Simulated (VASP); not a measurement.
# InP (F-43m) in VASP: further runs

One crystal, InP, is run at these levels: PBE; tasks: G0W0 quasiparticle levels.

Program: VASP 6.6.1. These are calculated values, not measurements. Logs are shortened: lines on timing, memory, paths and dates and some standing lists are left out, and cuts for length are marked.

**1. The structure**

The structure is cubic, space group F-43m (No. 216). The conventional cell has a = 5.861 Å, b = 5.861 Å, c = 5.861 Å, α = 90.00°, β = 90.00°, γ = 90.00°. In (site symmetry -43m) is surrounded by 4 P at 2.54 Å. Around P (site symmetry -43m) lie 4 In at 2.54 Å.

**2. G0W0 quasiparticle levels, PBE**

POSCAR reads:

```
InP
1.0
    0.0000000000      2.9305000000      2.9305000000
    2.9305000000      0.0000000000      2.9305000000
    2.9305000000      2.9305000000      0.0000000000
In P
1 1
Direct
    0.0000000000      0.0000000000      0.0000000000
    0.7500000000      0.7500000000      0.7500000000
```

INCAR.step1 reads:

```
  PREC = Accurate
  ENCUT = 450
  EDIFF = 1E-8
  ISMEAR = 0
  SIGMA = 0.01
  LREAL = False
  LASPH = True
  NELM = 80
  ALGO = Normal
  LWAVE = True
  LCHARG = False
  GGA = PE
```

INCAR.step2 reads:

```
  PREC = Accurate
  ENCUT = 450
  EDIFF = 1E-8
  ISMEAR = 0
  SIGMA = 0.01
  LREAL = False
  LASPH = True
  NELM = 1
  ALGO = Exact
  LWAVE = True
  LCHARG = False
  GGA = PE
  NBANDS = 129
  LOPTICS = True
  ISTART = 1
```

INCAR.step3 reads:

```
  PREC = Accurate
  ENCUT = 450
  EDIFF = 1E-8
  ISMEAR = 0
  SIGMA = 0.01
  LREAL = False
  LASPH = True
  ALGO = EVGW0
  LWAVE = False
  LCHARG = False
  GGA = PE
  NELMGW = 1
  NBANDS = 129
  ENCUTGW = 150
  NOMEGA = 48
  PRECFOCK = Fast
  ISTART = 1
  NBANDSGW = 17
```

KPOINTS reads:

```
Automatic mesh
0
Gamma
  3 3 3
```

Potentials or basis: VASP PAW PBE potentials, release 64 (In_d_GW, P_GW).

Command:

```
$ cat potpaw_PBE.64/In_d_GW/POTCAR potpaw_PBE.64/P_GW/POTCAR > POTCAR
$ cp INCAR.step1 INCAR
$ mpirun -np 1 vasp_std > vasp.out
$ cp INCAR.step2 INCAR
$ mpirun -np 1 vasp_std > vasp.out
$ cp INCAR.step3 INCAR
$ mpirun -np 1 vasp_std > vasp.out
```

OUTCAR:

```text
PREC = Accurate
   ENCUT = 450
   EDIFF = 1E-8
   ISMEAR = 0
   LREAL = False
   LASPH = True
   GGA = PE
   NELMGW = 1
   ENCUTGW = 150
   PRECFOCK = Fast
   ISTART = 1

 Found      4 irreducible k-points:

 Following reciprocal coordinates:
            Coordinates               Weight
  0.000000  0.000000  0.000000      1.000000
  0.333333  0.000000  0.000000      8.000000
  0.333333  0.333333  0.000000      6.000000
 -0.333333  0.333333  0.000000     12.000000
   k-points           NKPTS =      4   k-points in BZ     NKDIM =     27   number of bands    NBANDS=    129
   number of dos      NEDOS =    301   number of ions     NIONS =      2
   total plane-waves  NPLWV =  27000
   dimension x,y,z NGX =    30 NGY =   30 NGZ =   30
   dimension x,y,z NGXF=    60 NGYF=   60 NGZF=   60
   ions per type =               1   1
   NGX,Y,Z   is equivalent  to a cutoff of  12.03, 12.03, 12.03 a.u.
   NGXF,Y,Z  is equivalent  to a cutoff of  24.07, 24.07, 24.07 a.u.
 SYSTEM =  unknown system
   PREC   = accura    normal or accurate (medium, high low for compatibility)
   ISTART =      1    job   : 0-new  1-cont  2-samecut
   ICHARG =      0    charge: 1-file 2-atom 10-const
   ISPIN  =      1    spin polarized calculation?
   LNONCOLLINEAR =      F non collinear calculations
   LSORBIT =      F    spin-orbit coupling
   LASPH  =      T    aspherical Exc in radial PAW
   ENCUT  =  450.0 eV  33.07 Ry    5.75 a.u.   7.17  7.17  7.17*2*pi/ulx,y,z
   NELM   =     60;   NELMIN=  2; NELMDL=  0     # of ELM steps
   EDIFF  = 0.1E-07   stopping-criterion for ELM
   LREAL  =      F    real-space projection
   EDIFFG = 0.1E-06   stopping-criterion for IOM
   NSW    =      0    number of steps for IOM
   IBRION =     -1    ionic relax: 0-MD 1-quasi-New 2-CG
   NFREE  =      0    steps in history (QN), initial steepest desc. (CG)
   ISIF   =      0    stress and relaxation
   ISYM   =      3    0-nonsym 1-usesym 2-fastsym
   POTIM  = 0.5000    time-step for ionic-motion
   TEBEG  =    0.0;   TEEND  =   0.0 temperature during run
   PSTRESS=    0.0 pullay stress
   NELECT =      18.0000    total number of electrons
   NUPDOWN=      -1.0000    fix difference up-down
   EMIN   =  10.00;   EMAX   =-10.00  energy-range for DOS
   EFERMI =   0.00;   METHOD = LEGACY
   ISMEAR =     0;   SIGMA  =   0.01  broadening in eV -4-tet -1-fermi 0-gaus
   EFERMI_NEDOS =   21; number of points for ismear=-14 and -15
   IALGO  =     38    algorithm
   IMIX   =      4    mixing-type and parameters
     AMIX     =   0.40;   BMIX     =  1.00
     AMIX_MAG =   1.60;   BMIX_MAG =  1.00
  volume/ion in A,a.u.               =      25.17       169.83
  Fermi-wavevector in a.u.,A,eV,Ry     =   1.162021  2.195901 18.371846  1.350293
  Thomas-Fermi vector in A             =   2.298587
   LORBIT       =      0    0 simple, 1 ext, 2 COOP (PROOUT), +10 PAW based schemes
   GGA     = PE    functional components
   LHFCALC =     T    Hartree Fock is set to
   PRECFOCK=fast      Normal, Fast or Accurate (Low or Medium for compatibility)
   ENCUT4O =  -1.0   cutoff for four orbital integrals eV
   NKREDX  =     1    reduce k-point grid by
   NKREDY  =     1    reduce k-point grid by
   NKREDZ  =     1    reduce k-point grid by
   AEXX    =    1.0000 exact exchange contribution
   HFSCREEN=    0.0000 screening length (either q_TF or 0.3 A-1)
   HFSCREENC=   0.0000 screening length for correlation (either q_TF or 0.3 A-1)
   ENCUTFOCK=  -1.0 apply spherical cutoff to Coloumb kernel
   IVDW    =     0    specifies the selected vdW correction
   LEPSILON=     F    determine dielectric tensor
   LRPA    =     F    only Hartree local field effects (RPA)
   LRPAFORCE           =     F    calculate RPA forces
   ENCUTGW             = 150.0    cutoff for response function in eV
   ENCUTGWSOFT         = 120.0    soft cutoff for Coulomb kernel in GW response function in eV
   ENCUTLF             =  -1.0    cutoff for local field effects
   NELMGW              =     1    number of iterations in solving QP/BSE equation
   NELMHF              =     1    number of iterations in the inner HF iteration
   NKREDLFX            =     1    NKREDLFY  =   1   NKREDLFZ  =   1
 non-spin polarized calculation
 Gauss-broadening in eV      SIGMA  =   0.01
  energy-cutoff  :      450.00
  volume of cell :       50.33
 maximum number of plane-waves:      1113
 NGX is ok and might be reduce to    30
  NGX = 16; NGY = 16; NGZ = 16
   NGX = 15   NGY = 15   NGZ = 15
 maximum number of plane-waves:       220

 QP shifts <psi_nk| G(iteration)W_0 |psi_nk>: iteration 1
 for sc-GW calculations column KS-energies equals QP-energies in previous step
 and V_xc(KS)=  KS-energies - (<T + V_ion + V_H > + <T+V_H+V_ion>^1  + <V_x>^1)

 k-point   1 :       0.0000    0.0000    0.0000
  band No.  KS-energies  QP-energies   sigma(KS)   V_xc(KS)     V^pw_x(r,r')   Z            occupation Imag(sigma)

      1     -10.2933     -12.5248     -19.7411     -16.5967     -25.3298       0.7097       2.0000       0.4380
      2     -10.2933     -12.5248     -19.7411     -16.5967     -25.3298       0.7097       2.0000       0.4380
      3     -10.2933     -12.5248     -19.7411     -16.5967     -25.3298       0.7097       2.0000       0.4380
      4     -10.1476     -12.4067     -19.8734     -16.6813     -25.3437       0.7077       2.0000       0.3629
      5     -10.1476     -12.4067     -19.8734     -16.6813     -25.3437       0.7077       2.0000       0.3629
      6      -7.4965      -7.9377     -11.9514     -11.2915     -18.2328       0.6686       2.0000       1.0521
[... 9 lines left out ...]
     16      13.3900      13.5807      -9.9680     -10.2238      -4.5789       0.7453       0.0000      -0.2089
     17      15.1508      14.8911      -7.8834      -7.5434      -2.2265       0.7638       0.0000      -0.4376

 k-point   2 :       0.3333    0.0000    0.0000
  band No.  KS-energies  QP-energies   sigma(KS)   V_xc(KS)     V^pw_x(r,r')   Z            occupation Imag(sigma)

      1     -10.3780     -12.5059     -19.4500     -16.4123     -25.1398       0.7005       2.0000       0.4590
      2     -10.2619     -12.4975     -19.7796     -16.6269     -25.3500       0.7091       2.0000       0.4302
      3     -10.2619     -12.4975     -19.7796     -16.6269     -25.3500       0.7091       2.0000       0.4302
      4     -10.1406     -12.3996     -19.8800     -16.6925     -25.3595       0.7087       2.0000       0.3643
      5     -10.1406     -12.3996     -19.8800     -16.6925     -25.3595       0.7087       2.0000       0.3643
      6      -6.3726      -6.8522     -12.5272     -11.8032     -18.3664       0.6625       2.0000       0.8645
[... 9 lines left out ...]
     16      13.0533      13.1296      -9.5856      -9.6879      -4.1946       0.7460       0.0000      -0.2260
     17      17.8490      17.7987      -9.5395      -9.4725      -3.1524       0.7506       0.0000      -0.6561

 k-point   3 :       0.3333    0.3333    0.0000
  band No.  KS-energies  QP-energies   sigma(KS)   V_xc(KS)     V^pw_x(r,r')   Z            occupation Imag(sigma)

      1     -10.4311     -12.5418     -19.3834     -16.3704     -25.1035       0.7005       2.0000       0.4717
      2     -10.2169     -12.4638     -19.8504     -16.6866     -25.4095       0.7102       2.0000       0.4234
      3     -10.2169     -12.4638     -19.8504     -16.6866     -25.4095       0.7102       2.0000       0.4234
      4     -10.1839     -12.4277     -19.7914     -16.6154     -25.2746       0.7065       2.0000       0.3683
      5     -10.1216     -12.3817     -19.8971     -16.7115     -25.3767       0.7095       2.0000       0.3599
      6      -5.9901      -6.4686     -12.6111     -11.8862     -18.3062       0.6601       2.0000       0.8113
[... 9 lines left out ...]
     16      17.3369      17.2208      -8.8036      -8.6493      -2.7486       0.7526       0.0000      -0.5353
     17      18.1419      18.2920     -10.2781     -10.4773      -3.7866       0.7537       0.0000      -0.7794

 k-point   4 :      -0.3333    0.3333    0.0000
  band No.  KS-energies  QP-energies   sigma(KS)   V_xc(KS)     V^pw_x(r,r')   Z            occupation Imag(sigma)

      1     -10.4273     -12.5149     -19.3463     -16.3602     -25.0946       0.6991       2.0000       0.4785
      2     -10.2338     -12.4690     -19.8104     -16.6457     -25.3601       0.7063       2.0000       0.4121
      3     -10.2152     -12.4634     -19.8498     -16.6896     -25.4093       0.7114       2.0000       0.4255
      4     -10.1613     -12.4106     -19.8389     -16.6576     -25.3237       0.7070       2.0000       0.3657
      5     -10.1358     -12.3927     -19.8741     -16.6908     -25.3551       0.7090       2.0000       0.3611
      6      -5.2478      -5.7487     -13.1682     -12.4209     -18.6366       0.6704       2.0000       0.7233
[... 9 lines left out ...]
     16      17.1145      17.1011      -9.1513      -9.1332      -3.0451       0.7473       0.0000      -0.5211
     17      17.9822      18.0300      -9.5388      -9.6032      -3.1822       0.7406       0.0000      -0.6683
```

Wall time 99 s (1 thread of Intel Xeon Platinum 8375C at 2.90GHz (Ice Lake), shared host); peak memory 0.33 GiB.

The run converged, but some of its settings lie outside the range that counts as converged, so its numbers aren't taken as properties of the crystal.

Results:

```
Band gap on the k mesh, mean-field level : 0.67 eV, direct
Quasiparticle gap                        : 1.20 eV
Least direct quasiparticle gap           : 1.20 eV
```

Caveat: the k mesh is coarse (spacing up to 0.62 Å⁻¹), so the values aren't converged; bands, screening cutoff and mesh are small and nothing is extrapolated, so the quasiparticle values aren't converged; spin-orbit coupling is left out, which moves the levels of the heavy elements.

**3. G0W0 quasiparticle levels, PBE**

POSCAR is that of step 2.

INCAR.step1 is that of step 2.

Changes to INCAR.step2 since step 2:

```diff
@@ -12,3 +12,3 @@
   GGA = PE
-  NBANDS = 129
+  NBANDS = 310
   LOPTICS = True
```

Changes to INCAR.step3 since step 2:

```diff
@@ -12,4 +12,4 @@
   NELMGW = 1
-  NBANDS = 129
-  ENCUTGW = 150
+  NBANDS = 310
+  ENCUTGW = 100
   NOMEGA = 48
```

KPOINTS is that of step 2.

Potentials or basis: VASP PAW PBE potentials, release 64 (In_d_GW, P_GW).

Command:

```
$ cat potpaw_PBE.64/In_d_GW/POTCAR potpaw_PBE.64/P_GW/POTCAR > POTCAR
$ cp INCAR.step1 INCAR
$ mpirun -np 1 vasp_std > vasp.out
$ cp INCAR.step2 INCAR
$ mpirun -np 1 vasp_std > vasp.out
$ cp INCAR.step3 INCAR
$ mpirun -np 1 vasp_std > vasp.out
```

OUTCAR:

```text
PREC = Accurate
   ENCUT = 450
   EDIFF = 1E-8
   ISMEAR = 0
   LREAL = False
   LASPH = True
   GGA = PE
   NELMGW = 1
   ENCUTGW = 100
   PRECFOCK = Fast
   ISTART = 1

 Found      4 irreducible k-points:

 Following reciprocal coordinates:
            Coordinates               Weight
  0.000000  0.000000  0.000000      1.000000
  0.333333  0.000000  0.000000      8.000000
  0.333333  0.333333  0.000000      6.000000
 -0.333333  0.333333  0.000000     12.000000
   k-points           NKPTS =      4   k-points in BZ     NKDIM =     27   number of bands    NBANDS=    310
   number of dos      NEDOS =    301   number of ions     NIONS =      2
   total plane-waves  NPLWV =  27000
   dimension x,y,z NGX =    30 NGY =   30 NGZ =   30
   dimension x,y,z NGXF=    60 NGYF=   60 NGZF=   60
   ions per type =               1   1
   NGX,Y,Z   is equivalent  to a cutoff of  12.03, 12.03, 12.03 a.u.
   NGXF,Y,Z  is equivalent  to a cutoff of  24.07, 24.07, 24.07 a.u.
 SYSTEM =  unknown system
   PREC   = accura    normal or accurate (medium, high low for compatibility)
   ISTART =      1    job   : 0-new  1-cont  2-samecut
   ICHARG =      0    charge: 1-file 2-atom 10-const
   ISPIN  =      1    spin polarized calculation?
   LNONCOLLINEAR =      F non collinear calculations
   LSORBIT =      F    spin-orbit coupling
   LASPH  =      T    aspherical Exc in radial PAW
   ENCUT  =  450.0 eV  33.07 Ry    5.75 a.u.   7.17  7.17  7.17*2*pi/ulx,y,z
   NELM   =     60;   NELMIN=  2; NELMDL=  0     # of ELM steps
   EDIFF  = 0.1E-07   stopping-criterion for ELM
   LREAL  =      F    real-space projection
   EDIFFG = 0.1E-06   stopping-criterion for IOM
   NSW    =      0    number of steps for IOM
   IBRION =     -1    ionic relax: 0-MD 1-quasi-New 2-CG
   NFREE  =      0    steps in history (QN), initial steepest desc. (CG)
   ISIF   =      0    stress and relaxation
   ISYM   =      3    0-nonsym 1-usesym 2-fastsym
   POTIM  = 0.5000    time-step for ionic-motion
   TEBEG  =    0.0;   TEEND  =   0.0 temperature during run
   PSTRESS=    0.0 pullay stress
   NELECT =      18.0000    total number of electrons
   NUPDOWN=      -1.0000    fix difference up-down
   EMIN   =  10.00;   EMAX   =-10.00  energy-range for DOS
   EFERMI =   0.00;   METHOD = LEGACY
   ISMEAR =     0;   SIGMA  =   0.01  broadening in eV -4-tet -1-fermi 0-gaus
   EFERMI_NEDOS =   21; number of points for ismear=-14 and -15
   IALGO  =     38    algorithm
   IMIX   =      4    mixing-type and parameters
     AMIX     =   0.40;   BMIX     =  1.00
     AMIX_MAG =   1.60;   BMIX_MAG =  1.00
  volume/ion in A,a.u.               =      25.17       169.83
  Fermi-wavevector in a.u.,A,eV,Ry     =   1.162021  2.195901 18.371846  1.350293
  Thomas-Fermi vector in A             =   2.298587
   LORBIT       =      0    0 simple, 1 ext, 2 COOP (PROOUT), +10 PAW based schemes
   GGA     = PE    functional components
   LHFCALC =     T    Hartree Fock is set to
   PRECFOCK=fast      Normal, Fast or Accurate (Low or Medium for compatibility)
   ENCUT4O =  -1.0   cutoff for four orbital integrals eV
   NKREDX  =     1    reduce k-point grid by
   NKREDY  =     1    reduce k-point grid by
   NKREDZ  =     1    reduce k-point grid by
   AEXX    =    1.0000 exact exchange contribution
   HFSCREEN=    0.0000 screening length (either q_TF or 0.3 A-1)
   HFSCREENC=   0.0000 screening length for correlation (either q_TF or 0.3 A-1)
   ENCUTFOCK=  -1.0 apply spherical cutoff to Coloumb kernel
   IVDW    =     0    specifies the selected vdW correction
   LEPSILON=     F    determine dielectric tensor
   LRPA    =     F    only Hartree local field effects (RPA)
   LRPAFORCE           =     F    calculate RPA forces
   ENCUTGW             = 100.0    cutoff for response function in eV
   ENCUTGWSOFT         =  80.0    soft cutoff for Coulomb kernel in GW response function in eV
   ENCUTLF             =  -1.0    cutoff for local field effects
   NELMGW              =     1    number of iterations in solving QP/BSE equation
   NELMHF              =     1    number of iterations in the inner HF iteration
   NKREDLFX            =     1    NKREDLFY  =   1   NKREDLFZ  =   1
 non-spin polarized calculation
 Gauss-broadening in eV      SIGMA  =   0.01
  energy-cutoff  :      450.00
  volume of cell :       50.33
 maximum number of plane-waves:      1113
 NGX is ok and might be reduce to    30
  NGX = 16; NGY = 16; NGZ = 16
   NGX = 15   NGY = 15   NGZ = 15
 maximum number of plane-waves:       117

 QP shifts <psi_nk| G(iteration)W_0 |psi_nk>: iteration 1
 for sc-GW calculations column KS-energies equals QP-energies in previous step
 and V_xc(KS)=  KS-energies - (<T + V_ion + V_H > + <T+V_H+V_ion>^1  + <V_x>^1)

 k-point   1 :       0.0000    0.0000    0.0000
  band No.  KS-energies  QP-energies   sigma(KS)   V_xc(KS)     V^pw_x(r,r')   Z            occupation Imag(sigma)

      1     -10.2933     -12.4295     -19.6057     -16.5967     -25.3298       0.7099       2.0000       0.0818
      2     -10.2933     -12.4295     -19.6057     -16.5967     -25.3298       0.7099       2.0000       0.0818
      3     -10.2933     -12.4295     -19.6057     -16.5967     -25.3298       0.7099       2.0000       0.0818
      4     -10.1476     -12.3023     -19.7322     -16.6813     -25.3437       0.7063       2.0000      -0.0013
      5     -10.1476     -12.3023     -19.7322     -16.6813     -25.3437       0.7063       2.0000      -0.0013
      6      -7.4965      -7.9329     -11.9426     -11.2915     -18.2328       0.6702       2.0000       1.0903
[... 9 lines left out ...]
     16      13.3900      13.5247     -10.0439     -10.2238      -4.5789       0.7483       0.0000      -0.2570
     17      15.1508      14.8265      -7.9703      -7.5434      -2.2265       0.7596       0.0000      -0.4678
[... 46 lines left out ...]
      1     -10.4273     -12.4208     -19.2141     -16.3602     -25.0946       0.6985       2.0000       0.1461
      2     -10.2338     -12.3697     -19.6736     -16.6457     -25.3601       0.7054       2.0000       0.0500
      3     -10.2152     -12.3631     -19.7123     -16.6896     -25.4093       0.7106       2.0000       0.0615
      4     -10.1613     -12.3082     -19.6987     -16.6576     -25.3237       0.7059       2.0000       0.0022
      5     -10.1358     -12.2895     -19.7329     -16.6908     -25.3551       0.7080       2.0000      -0.0040
      6      -5.2478      -5.7241     -13.1271     -12.4209     -18.6366       0.6743       2.0000       0.6947
[... 9 lines left out ...]
     16      17.1145      17.0339      -9.2414      -9.1332      -3.0451       0.7452       0.0000      -0.5507
     17      17.9822      17.9701      -9.6198      -9.6032      -3.1822       0.7327       0.0000      -0.6949
```

It took 2.3 min on 1 thread of Intel Xeon Platinum 8375C at 2.90GHz (Ice Lake), shared host; peak memory 0.35 GiB.

These settings aren't checked as converged: the numbers below hold their error.

What came out:

- Band gap on the k mesh, mean-field level: 0.67 eV, direct
- Quasiparticle gap: 1.18 eV
- Least direct quasiparticle gap: 1.18 eV

Caveat: the k mesh is coarse (spacing up to 0.62 Å⁻¹), so the values aren't converged; bands, screening cutoff and mesh are small and nothing is extrapolated, so the quasiparticle values aren't converged; spin-orbit coupling is left out, which moves the levels of the heavy elements.
